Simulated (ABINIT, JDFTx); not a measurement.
Given: the input of a run of ABINIT 10.8.3 (patched build) on NaCl. The cell is a database's computed one, not the measured one.

The input run.abi:

```
# Pseudopotentials
pp_dirpath "./"
pseudos "Cl.upf, Na.upf"

# Structure
acell 3*1.0 Angstrom
rprim
     0.0000000000     2.7940632177     2.7940632177
     2.7940632177     0.0000000000     2.7940632177
     2.7940632177     2.7940632177     0.0000000000
ntypat 2
znucl 17 11
natom 2
typat 1 2
xred
     0.5000000000     0.5000000000     0.5000000000
     0.0000000000     0.0000000000     0.0000000000

# Plane-wave basis
ecut 44.0

# k points
kptopt 1
ngkpt 8 8 8
nshiftk 1
shiftk 0.0 0.0 0.0

# Exchange and correlation
ixc -116133

# Bands and occupations
nband 12
occopt 3
tsmear 0.05 eV

# SCF cycle
nstep 100
tolvrs 1.0e-10

# Output
iomode 3
prtwf 0
prteig 0
prtebands 0
enunit 2
prtden 1
prtvha 1
prtvclmb 1
prtpot 1
prtelf 1
```

Potentials or basis: PseudoDojo NC SR PBEsol v0.4.1 standard.

Run with:

```console
$ mpirun --bind-to none -np 4 abinit run.abi > log 2>&1
```

Task: What does the same run look like in JDFTx 1.7.0 (patched build)? Potentials or basis there: PseudoDojo-SR-PBEsol-0.4.1-standard with smoothed tails, cutoff 1197 eV.

Result: As run (cutoffs and basis follow the program's own potentials, and thresholds, step limits or extra output files can differ):

File NaCl.in:

```
lattice \
    0.0000000000     5.2800142563     5.2800142563 \
    5.2800142563     0.0000000000     5.2800142563 \
    5.2800142563     5.2800142563     0.0000000000
coords-type Lattice
ion Cl     0.5000000000     0.5000000000     0.5000000000 1
ion Na     0.0000000000     0.0000000000     0.0000000000 1

ion-species pseudo/Cl.upf
ion-species pseudo/Na.upf
elec-cutoff 44 352
elec-ex-corr gga-PBEsol
kpoint-folding 8 8 8
elec-smearing Fermi 0.0018374661
elec-n-bands 14
electronic-SCF nIterations 100 energyDiffThreshold 1e-09
electronic-minimize nIterations 30 energyDiffThreshold 1e-7
converge-empty-states yes
forces-output-coords Cartesian

dump-name run.$VAR
dump End Ecomponents EigStats BandEigs Kpoints Forces Stress ElecDensity Dtot KEdensity
```

Potentials or basis: PseudoDojo-SR-PBEsol-0.4.1-standard with smoothed tails.

Command:

```sh
$ jdftx -c 1 -i NaCl.in -o NaCl.out
```

Both were run:

|  | ABINIT | JDFTx |
| --- | --- | --- |
| Pressure | 0.2 GPa | 0.2 GPa |

Pressure is positive in compression.
